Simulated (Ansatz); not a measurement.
## Ca on Mg(0001): change of the work function

Aim: the work function of Mg(0001) at several coverages of Ca (fcc site), and the dipole that each adsorbate carries.

Calculated with Ansatz 0.2.0; plane-wave DFT, PBE, Ansatz PAW.

**1. The starting structure**

The cell holds 4 atoms: 4 Mg. Cell: a = 3.210 Å, b = 3.210 Å, c = 25.820 Å, α = 90.0°, β = 90.0°, γ = 60.0°. Vacuum lies along c.

**2. The clean slab**

The bare slab comes first, as the zero from which every change is counted. The two lowest layers are held at bulk places and the upper ones relax. The dipole correction removes the false field that a one-sided slab makes across the periodic vacuum, so each face gets a flat vacuum level of its own.

Input file input.yaml:

```yaml
crystal:
  lattice:
    - [3.21, 0.0, 0.0]
    - [1.605, 2.7799415461, 0.0]
    - [0.0, 0.0, 25.81956]
  atoms:
    - { symbol: Mg, position: [0.6666666667, 0.6666666667, 0.3485729424] }
    - { symbol: Mg, position: [0.0, 0.0, 0.4495243141] }
    - { symbol: Mg, position: [0.6666666667, 0.6666666667, 0.5504756859] }
    - { symbol: Mg, position: [0.0, 0.0, 0.6514270576] }
kpoints:
  mp_grid: { grid: [12, 12, 1] }
hamiltonian:
  xc: pbe
scf:
  occupations: { method: fermi_dirac, width: 0.1 }
  convergence: { dr2_threshold: 1.0e-08 }
efield:
  axis: 3
  dipole_correction: true
  ramp_position: 0.97
  ramp_width: 0.06
relax:
  f_tol: 0.02
  max_steps: 60
  constraints: [{ sites: [0, 1] }]
output:
  write_potential: true
  write_density: true
  volumetric_format: npy
```

Started as:

```bash
$ ansatz run input.yaml --threads 4 --pin off --max-ram 16384MiB --backend cpu --events-out ev --progress --plain --runs-dir out
```

Numbers of over 12 decimals in the logs are rounded to 6 here.

Log:

```text
Engine: ansatz 0.2.0, aarch64-unknown-linux-gnu
Pseudopotentials: kind: paw
Pseudopotential: Mg, paw, valence charge 10, recommended cutoff 420 eV (normal), Mg.paw.azcp
Functional definition: PBE
  parameter kappa = 0.804
  parameter beta = 0.066725
  exchange = pbe_x(kappa = kappa, mu = beta*pi^2/3)
  correlation = pbe_c(beta = beta)
Crystal: 4 atoms, lattice volume = 230.404 Å³
Basis set: ecut = 420 eV, 4575 PW (Γ), exchange–correlation on 48×48×360 points (8 copies of the dense FFT grid, shifted against one another)
Bands: 24, of which v1, the nominal top of the filled ones, is band 20 counted from 1 (19 counted from 0)
Symmetry: 6 space group operations
k-points: 19 of 144 (time reversal used)
Non-local potential: Mg, projectors of the file, l = 0: 3, l = 1: 2, l = 2: 1
PAW form: soft (Blöchl's): semilocal exchange-correlation on the pseudo side does not see the compensation charge
PAW one-centre angular grid: Mg, 110 points (default); XC on 64 Gauss nodes
Initial density: superposition of atomic densities (neutral atoms: chi_scale 0, normalization atom), corrected by the library's trained network
Initial wavefunctions: pseudopotential atomic-orbital guess
Functional: x = pbe(κ = 0.804, μ = 0.219515), c = pbe(β = 0.066725)
SCF iter   1: F=—  HF=-7694.613554 eV  |F-HF|=—  |Δ(HF+E_count)|=         —  Δρ=7.47e-4  dr2=5.39e-3  ethr=1.77e-3  p=0.000 e·Å  D=2.46e-14 V/Å  ΔV_dip=-0.00 eV  dr2_dipole=1.19e-8  V_vac-E_F(+/−)=3.79/3.79 eV  ⟨swp⟩=8.1  Hψ=2477  notcnv=0
efield: sawtooth ramp at fractional position 0.9700 (set: `efield.ramp_position`, or a place that a band, a saddle search or an elastic batch's reference lends), width 0.0600; the density the first Hamiltonian is built on has a dipole p = 0.000 e·Å; the dipole correction subtracts the counter field D = 2.46e-14 V/Å, which shifts the + side's vacuum level by -0.00 eV against the − side's; the planar-averaged density in the ramp window peaks in size at 1.5e-5 e/Å³
preconditioner: auto → LDOS  [metal: Δε(μ)=0.163 eV  Ē_g=4.548 eV  σ=0.100 eV  W_gap=0.39  n_scr=16 (ndim 8)  ℏωp=6.9 eV  f_vac=0.528  D(μ)=2.23/eV (n_scr^D=10)  β→1.0]
SCF iter   2: F=—  HF=-7694.613895 eV  |F-HF|=—  |Δ(HF+E_count)|=   3.41e-4  Δρ=2.82e-4  dr2=3.90e-4  ethr=1.35e-5  p=0.000 e·Å  D=1.21e-5 V/Å  ΔV_dip=-0.00 eV  dr2_dipole=1.36e-8  V_vac-E_F(+/−)=3.82/3.82 eV  ⟨swp⟩=2.1  Hψ=706  notcnv=0
SCF iter   3: F=—  HF=-7694.613927 eV  |F-HF|=—  |Δ(HF+E_count)|=   3.18e-5  Δρ=9.30e-5  dr2=4.23e-5  ethr=9.74e-7  p=-0.000 e·Å  D=-5.78e-8 V/Å  ΔV_dip=0.00 eV  dr2_dipole=1.56e-10  V_vac-E_F(+/−)=3.80/3.80 eV  ⟨swp⟩=2.3  Hψ=617  notcnv=0
SCF iter   4: F=—  HF=-7694.613950 eV  |F-HF|=—  |Δ(HF+E_count)|=   2.27e-5  Δρ=2.68e-5  dr2=4.91e-6  ethr=1.06e-7  p=-0.000 e·Å  D=-1.87e-7 V/Å  ΔV_dip=0.00 eV  dr2_dipole=4.57e-11  V_vac-E_F(+/−)=3.79/3.79 eV  ⟨swp⟩=2.0  Hψ=527  notcnv=0
SCF iter   5: F=—  HF=-7694.613928 eV  |F-HF|=—  |Δ(HF+E_count)|=   2.16e-5  Δρ=6.90e-6  dr2=4.91e-7  ethr=1.23e-8  p=-0.000 e·Å  D=-1.87e-7 V/Å  ΔV_dip=0.00 eV  dr2_dipole=4.51e-11  V_vac-E_F(+/−)=3.79/3.79 eV  ⟨swp⟩=2.1  Hψ=509  notcnv=0
SCF iter   6: F=—  HF=-7694.613928 eV  |F-HF|=—  |Δ(HF+E_count)|=   2.89e-7  Δρ=1.60e-6  dr2=2.03e-8  ethr=1.23e-9  p=-0.000 e·Å  D=-9.95e-8 V/Å  ΔV_dip=0.00 eV  dr2_dipole=1.03e-12  V_vac-E_F(+/−)=3.79/3.79 eV  ⟨swp⟩=2.0  Hψ=530  notcnv=0
SCF iter   7: F=-7694.613928 eV  HF=-7694.613928 eV  |F-HF|=7.70e-10  |Δ(HF+E_count)|=   7.81e-9  Δρ=3.80e-7  dr2=3.37e-10  ethr=2.50e-11  p=-0.000 e·Å  D=-9.49e-9 V/Å  ΔV_dip=0.00 eV  dr2_dipole=6.65e-13  V_vac-E_F(+/−)=3.79/3.79 eV  ⟨swp⟩=8.7  Hψ=2636  notcnv=0
SCF 1 converged in 7 iterations: F = -7694.613928 eV  dr2 = 3.37e-10
  greatest PAW one-centre occupation: 1.000 electrons in one spin orbital (limit 2), on the Mg atom at site 2 (counted from 0), in its partial waves of l = 0
relax step   1: F+E_penalty+E_count = -7694.61392834 eV  Δ(F+E_penalty+E_count) = +0.000e0 eV  max|allowed force component| = 4.415e-2 eV/Å  Δτ_max = 0.0000 Å  (7 SCF iters, accepted)
Initial density: handed on by an earlier stage of this run
Initial wavefunctions: those handed on with the density
iter 1 solved again at ethr=7.55e-6 eV; its pass at ethr=3.10e-3 eV (dr2=3.02e-3 eV) is discarded
SCF iter   1: F=—  HF=-7694.614720 eV  |F-HF|=—  |Δ(HF+E_count)|=         —  Δρ=2.19e-4  dr2=9.85e-4  ethr=7.55e-6  p=-0.000 e·Å  D=-2.58e-8 V/Å  ΔV_dip=0.00 eV  dr2_dipole=5.18e-5  V_vac-E_F(+/−)=3.79/3.79 eV  ⟨swp⟩=2.3  Hψ=1585  notcnv=0
efield: sawtooth ramp at fractional position 0.9700 (set: `efield.ramp_position`, or a place that a band, a saddle search or an elastic batch's reference lends), width 0.0600; the density the first Hamiltonian is built on has a dipole p = -0.000 e·Å; the dipole correction subtracts the counter field D = -2.58e-8 V/Å, which shifts the + side's vacuum level by +0.00 eV against the − side's; the planar-averaged density in the ramp window peaks in size at 3.7e-7 e/Å³
preconditioner: auto → LDOS  [metal: Δε(μ)=0.173 eV  Ē_g=4.535 eV  σ=0.100 eV  W_gap=0.41  n_scr=16 (ndim 8)  ℏωp=6.9 eV  f_vac=0.529  D(μ)=2.24/eV (n_scr^D=10)  β→1.0]
SCF iter   2: F=—  HF=-7694.614661 eV  |F-HF|=—  |Δ(HF+E_count)|=   5.90e-5  Δρ=7.35e-5  dr2=3.77e-5  ethr=2.46e-6  p=-0.000 e·Å  D=-6.75e-5 V/Å  ΔV_dip=0.00 eV  dr2_dipole=1.71e-6  V_vac-E_F(+/−)=3.79/3.79 eV  ⟨swp⟩=2.0  Hψ=503  notcnv=0
SCF iter   3: F=—  HF=-7694.614690 eV  |F-HF|=—  |Δ(HF+E_count)|=   2.95e-5  Δρ=2.08e-5  dr2=3.89e-6  ethr=9.43e-8  p=0.000 e·Å  D=9.60e-5 V/Å  ΔV_dip=-0.00 eV  dr2_dipole=1.73e-10  V_vac-E_F(+/−)=3.79/3.79 eV  ⟨swp⟩=2.0  Hψ=776  notcnv=0
SCF iter   4: F=—  HF=-7694.614664 eV  |F-HF|=—  |Δ(HF+E_count)|=   2.60e-5  Δρ=5.71e-6  dr2=4.02e-7  ethr=9.73e-9  p=0.000 e·Å  D=1.11e-4 V/Å  ΔV_dip=-0.00 eV  dr2_dipole=1.70e-8  V_vac-E_F(+/−)=3.79/3.79 eV  ⟨swp⟩=2.0  Hψ=522  notcnv=0
SCF iter   5: F=-7694.614664 eV  HF=-7694.614664 eV  |F-HF|=2.90e-9  |Δ(HF+E_count)|=   3.01e-8  Δρ=1.43e-6  dr2=7.83e-9  ethr=2.50e-11  p=0.000 e·Å  D=1.31e-4 V/Å  ΔV_dip=-0.00 eV  dr2_dipole=1.09e-9  V_vac-E_F(+/−)=3.79/3.79 eV  ⟨swp⟩=7.8  Hψ=2951  notcnv=0
SCF 2 converged in 5 iterations: F = -7694.614664 eV  dr2 = 7.83e-9
  greatest PAW one-centre occupation: 1.000 electrons in one spin orbital (limit 2), on the Mg atom at site 1 (counted from 0), in its partial waves of l = 0
relax step   2: F+E_penalty+E_count = -7694.61466413 eV  Δ(F+E_penalty+E_count) = -7.358e-4 eV  max|allowed force component| = 1.544e-2 eV/Å  Δτ_max = 0.0287 Å  (5 SCF iters, accepted)
NSCF: frozen V_eff on 19 k-points
the band table was solved once a step of the walk had ended and its energy, with any forces and stress, was formed, with the checks that follow a solve (2497 applications of the Hamiltonian). They found nothing against the state; the energy, forces and stress were not computed again (output.eigenvalues in the input reference)
WARN: The output density's exchange-correlation potential varies sharply where the density is thin. Do not read a vacuum level from v_tot or v_xc, or from such a field of the output density. On a cell that repeats whose density bears no net charge and no dipole along the vacuum's axis use v_es (v_loc + v_h of the components); under efield.dipole_correction with no amplitude use v_es + v_field, which holds any externa [...]
SCF converged after 5 iterations
Free energy (F): -7694.614664 eV
Harris-Foulkes:  -7694.614664 eV  (|F-HF|=2.90e-9)
Internal energy: -7694.543245 eV  (E = F + TS)
E sigma→0 (E₀):  -7694.578954 eV
Entropy (-TS):   -0.071420 eV (-17.855 meV/atom)
Fermi energy:    0.029478 eV
Dipole field:    D = 0.000172 V/Å  (p = 0.000219 e·Å, saw-weighted, corrected)
Work function:   Φ+ = 3.7873 eV   Φ− = 3.7918 eV
Levels:          The Fermi level and band energies are counted from a zero that moves with the ramp; work functions are not
--- Per-component energies (eV) ---
  E_band       = -1655.090313
  E_kinetic    = 297.500953
  E_local      = -32041.579238  (includes V_loc(G=0)·N_el)
  E_nonlocal   = 383.077103
  E_hartree    = 14982.417456
  E_xc         = -112.093321
  E_vxc        = -144.525410  (∫ρ·V_xc dr)
  E_paw        = -1170.697246  (= ΣΔE_a)
  E_vpaw       = -114.398191  (= ΣTr[D̂ρ^β])
  E_aug_tail   = -0.000015  (compensation charges beyond the density's cutoff)
  E_efield     = 0.000000  (sawtooth field / dipole correction)
  E_vefield    = -0.000058  (∫n·V_field dr)
  E_ewald      = 9966.831063
  E_smearing   = -0.071420  (= −TS)
  E_closure    = -0.000000  (closes the sum)
  Σ components = -7694.614664   (vs F -7694.614664, Δ=0.00e0)
--- Forces (eV/Å), atoms counted from 1 ---
  atom   1  Mg    -0.00000000     0.00000000    -0.04352536
  atom   2  Mg     0.00000000    -0.00000000     0.03942650
  atom   3  Mg    -0.00000000     0.00000000    -0.01135302
  atom   4  Mg     0.00000000    -0.00000000     0.01543563
  max |Σ_I F_I| component: 1.63e-5 eV/Å
--- Band table (eV; the first three rows and the last of 19) ---
  k-point 0: bands = [... 16 lower, -6.5118, -5.7358, -4.4563, -2.7079, -0.9499, 1.2324, 2.8336, 3.6962]
  k-point 1: bands = [... 16 lower, -6.3761, -5.6010, -4.3227, -2.5750, -0.8237, 1.3598, 2.9633, 3.8279]
  k-point 2: bands = [... 16 lower, -5.9704, -5.1979, -3.9232, -2.1781, -0.4451, 1.7374, 3.3475, 4.2198]
  k-point 18: bands = [... 16 lower, -0.2640, -0.2571, -0.2503, 0.4095, 0.4203, 0.4303, 1.5893, 2.1911]
--- Relaxed structure (2 steps of the walk, 2 accepted, 0 SCFs on fresh bases) ---
  F+E_penalty+E_count = -7694.61466413 eV   max|allowed force component| = 1.544e-2 eV/Å
  atoms:
    - { symbol: Mg, position: [0.666667, 0.666667, 0.348573] }
    - { symbol: Mg, position: [0.0, 0.0, 0.449524] }
    - { symbol: Mg, position: [0.666667, 0.666667, 0.550673] }
    - { symbol: Mg, position: [0, 0, 0.652538] }
```

Run time: 4.9 s. Hardware: 4 threads of Arm Neoverse V1, shared host; peak memory 0.47 GiB; 17 s of CPU time.

The steps of the relaxation:

| step | energy less that of the first step (eV) | largest force component (eV/Å) |
| --- | --- | --- |
| 1 | 0.0000 | 0.0442 |
| 2 | -0.0007 | 0.0154 |

Forces are held to the 6 operations that the run works with; a distortion that breaks them can't arise in this run.

The atoms that moved most (Å):

| atom | dx | dy | dz | length |
| --- | --- | --- | --- | --- |
| Mg4 | 0.000 | 0.000 | 0.029 | 0.029 |
| Mg3 | 0.000 | 0.000 | 0.005 | 0.005 |

The relaxed structure:

```cif
data_structure
_symmetry_space_group_name_H-M 'P 1'
_symmetry_Int_Tables_number 1
_cell_length_a 3.2100
_cell_length_b 3.2100
_cell_length_c 25.8196
_cell_angle_alpha 90.000
_cell_angle_beta 90.000
_cell_angle_gamma 60.000
_cell_volume 230.40
loop_
_atom_site_label
_atom_site_type_symbol
_atom_site_fract_x
_atom_site_fract_y
_atom_site_fract_z
_atom_site_occupancy
Mg1 Mg 0.66667 0.66667 0.34857 1
Mg2 Mg 0.00000 0.00000 0.44952 1
Mg3 Mg 0.66667 0.66667 0.55067 1
Mg4 Mg 0.00000 0.00000 0.65254 1
```

Numbers from this step:

| Quantity | Value |
| --- | --- |
| energy at zero smearing | -7694.5790 eV |
| work function, upper face | 3.787 eV |
| dipole along the normal | 2.19e-4 e·Å |

Running mean over 2.60652 Å of the planar mean; the ramp of the sawtooth is left out. The electron's electrostatic potential energy less the Fermi level by z:

| z (Å) | electron's electrostatic potential energy less the Fermi level (eV) |
| --- | --- |
| 3.5 | 3.79 |
| 4.0 | 3.79 |
| 4.5 | 3.79 |
| 5.0 | 3.78 |
| 5.5 | 3.74 |
| 6.0 | 3.64 |
| 6.5 | 3.35 |
| 7.0 | 2.60 |
| 7.5 | 0.686 |
| 8.0 | -2.09 |
| 8.5 | -3.58 |
| 9.0 | -4.02 |
| 9.5 | -4.07 |
| 10.0 | -4.04 |
| 10.5 | -4.02 |
| 11.0 | -4.01 |
| 11.5 | -4.00 |
| 12.0 | -3.99 |
| 12.5 | -3.98 |
| 13.0 | -3.98 |
| 13.5 | -3.99 |
| 14.0 | -4.00 |
| 14.5 | -3.99 |
| 15.0 | -3.95 |
| 15.5 | -3.89 |
| 16.0 | -3.97 |
| 16.5 | -4.06 |
| 17.0 | -3.95 |
| 17.5 | -3.30 |
| 18.0 | -1.31 |
| 18.5 | 1.45 |
| 19.0 | 2.90 |
| 19.5 | 3.47 |
| 20.0 | 3.68 |
| 20.5 | 3.75 |
| 21.0 | 3.78 |
| 21.5 | 3.78 |
| 22.0 | 3.79 |
| 22.5 | 3.79 |

The relaxation took 2 steps and lowered the energy by 7.4e-4 eV; the largest force on the free atoms ends at 0.015 eV/Å.

The work function of the upper face is 3.79 eV.

(Part 1 of 3 ends here.)

[Logs are printed without paths, hosts, clocks, repeated set-up lines and the standing remarks that a program may print on its own settings, such as how far it seeks lower states.]

[Hosts, paths, dates, database ids (printed as entryN), source tags and the programs' standing remarks are cut or masked in the printed files.]

[Maps of the electrostatic potential energy from Ansatz leave out the sawtooth potential of an applied field or a dipole correction, so their vacuum need not be flat; planar profiles and work functions include it.]
